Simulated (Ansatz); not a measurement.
## Computed energy over volume and axial ratio: GeTe (alpha-GeTe type, space group R3m)

GeTe (alpha-GeTe type, space group R3m)

Space group R3m, hexagonal axes (No. 160); a = 4.227 Å, b = 4.227 Å, c = 10.920 Å, α = 90.00°, β = 90.00°, γ = 120.00°

| atom | site | symmetry | x | y | z |
|---|---|---|---|---|---|
| Ge | 3a | 3m | 0.0000 | 0.0000 | 0.7658 |
| Te | 3a | 3m | 0.0000 | 0.0000 | 0.2342 |
(The calculation used a cell of 2 atoms; values per cell refer to that cell.)

Grid over V/V₀ and (c/a)/(c/a)₀, subscript 0 meaning the relaxed cell; the conventional c axis lies along z; no internal relaxation.

These are PBE (plane waves to 420 eV, PAW, scalar-relativistic; Ansatz, a program for electronic structure) values and carry that method's errors. k mesh 10×10×10 (Γ-centred), Fermi-Dirac smearing 0.05 eV. E stands for the smeared free energy. Compression counts positive. As the atoms are clamped, bonds stretch with the cell, which overstates energies and stresses. As the smearing reaches across the gap at some points, the response to shear is sensitive to the k mesh, so small differences along c/a are uncertain. GeTe was relaxed with its symmetry unable to fall. Spin-orbit coupling is left out, though Te is heavy. The zero of ΔE is the relaxed starting cell.

ΔE (meV/atom), with V/V₀ across and (c/a)/(c/a)₀ down:

```
(c/a)/(c/a)₀ \ V/V₀  0.960  0.973  0.987  1.000  1.013  1.027  1.040
-------------------  -----  -----  -----  -----  -----  -----  -----
0.920                   20     17     16     16     18     21     25
0.947                   12      9      7      7      8     11     15
0.973                    8      4      2      2      3      5      9
1.000                    7      3      1      0      1      3      6
1.027                   10      5      3      2      2      4      7
1.053                   15     11      8      6      6      8     11
1.080                   24     19     16     14     14     15     17
```

P (GPa), with V/V₀ across and (c/a)/(c/a)₀ down:

```csv
(c/a)/(c/a)₀ \ V/V₀,0.960,0.973,0.987,1.000,1.013,1.027,1.040
0.920,1.6,0.9,0.2,-0.4,-0.9,-1.5,-2.0
0.947,1.7,1.0,0.4,-0.3,-0.8,-1.4,-1.9
0.973,1.9,1.2,0.5,-0.1,-0.7,-1.2,-1.7
1.000,2.0,1.3,0.6,0.0,-0.6,-1.1,-1.6
1.027,2.2,1.4,0.8,0.1,-0.5,-1.0,-1.5
1.053,2.3,1.6,0.9,0.3,-0.3,-0.9,-1.4
1.080,2.4,1.7,1.0,0.4,-0.2,-0.7,-1.3
```

Derived quantities:

The modulus against c/a change at fixed volume, (3/4V)·∂²E/∂(ln c/a)² (fit, atoms clamped) is 20 GPa, an upper bound as the atoms could relax. Lowest place on the grid: V/V₀ = 1.000, (c/a)/(c/a)₀ = 1.000 (0 meV/atom). Highest place on the grid: V/V₀ = 1.040, (c/a)/(c/a)₀ = 0.920 (25 meV/atom).

(A scan under strain: stresses follow from slopes of the energy per volume, elastic moduli from its curvatures.)
